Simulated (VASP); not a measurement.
## SrO under changes of volume

One of the cells (17.335 Å³/atom); the others are scaled copies at fixed shape and fractional positions:

```xyz
4
Lattice="3.5768 0.0000 0.0000 -1.7884 3.0976 0.0000 0.0000 0.0000 6.2585" Properties=species:S:1:pos:R:3 pbc="T T T"
Sr    1.7884    1.0325    4.6939
Sr    0.0000    2.0651    1.5646
O     0.0000    0.0000    3.1292
O     0.0000    0.0000    0.0000
```

Measurements of this composition are mostly on another form, of space group No. 225.

| Item | Value |
| --- | --- |
| Program | VASP 6.6.1 |
| Functional | PBE |
| Potentials or basis | VASP PAW PBE potentials, release 64 (Sr_sv, O) |
| Cutoff | 520 eV |
| k mesh | 9 × 9 × 5 |
| Occupations | fermi-dirac, width 0.05 eV |
| Spin | no spin polarisation |

```csv
volume (Å³/atom),energy over the lowest point (meV/atom),pressure (GPa),gap on the mesh (eV)
15.976,35.46,8.4,3.10
16.316,19.92,6.0,3.10
16.656,9.14,3.9,3.09
17.335,0.00,0.3,2.97
17.675,0.82,-1.2,2.86
18.015,?,?,?
```

What does the run at 18.015 Å³/atom give?

Energy over the lowest point 4.74 meV/atom; pressure -2.6 GPa; gap on the mesh 2.75 eV.

Worked out: A Birch-Murnaghan fit of order 3 (a polynomial in V^(-2/3)) to the other rows has its minimum at 17.42 Å³/atom with B0 = V·E''(V) = 82 GPa and B' = 4.3 at fixed shape and positions, which overstates the stiffness. It gives 4.77 meV/atom at 18.015 Å³/atom, against the run's 4.74, and -dE/dV = -2.5 GPa, against -2.6. A parabola through the other rows of the gap, of slope -7.26 eV per unit of ln V there, extrapolates to 2.74 eV, against the run's 2.75.

Energies are extrapolated to zero smearing.

Caveats: an odd mesh through Γ misses points on the zone boundary, where band edges often lie. Spin-orbit coupling on Sr is left out.
